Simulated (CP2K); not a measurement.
The system is MgO.

```
CELL_PARAMETERS angstrom
2.96561 0.00000 0.00000
1.48280 2.56829 0.00000
1.48280 0.85610 2.42141
ATOMIC_POSITIONS crystal
Mg 0.00000 0.00000 0.00000
O 0.50000 0.50000 0.50000
```

The cell is a database's computed one.

Base run:

- Program: CP2K 2026.2
- Functional: PBE
- Potentials or basis: POTENTIAL_UZH Mg GTH-PBE-q10, O GTH-PBE-q6; TZVP-MOLOPT-PBE-GTH basis
- Density cutoff: 19048 eV
- k mesh: 11 × 11 × 11
- Occupations: fermi-dirac, width 0.05 eV
- Spin: no spin polarisation

Its results: band gap on the k mesh 4.82 eV, direct; pressure 10.9 GPa.

Q: After a change of settings the same cell gave: band gap on the k mesh 5.04 eV, direct; pressure 13.4 GPa. Which change was it?
A. functional from PBE to LDA
B. dispersion from none to D2
C. functional from PBE to PBEsol
D. functional from PBE to BLYP

A: D.

BLYP binds less tightly than PBE, so the same cell stands under more pressure.

Caveats: the basis of atomic orbitals isn't converged, which shifts pressures, moduli and gaps; the potentials were made for another functional, which shifts forces and pressure (some runs).

Not every run made on this cell is shown here.
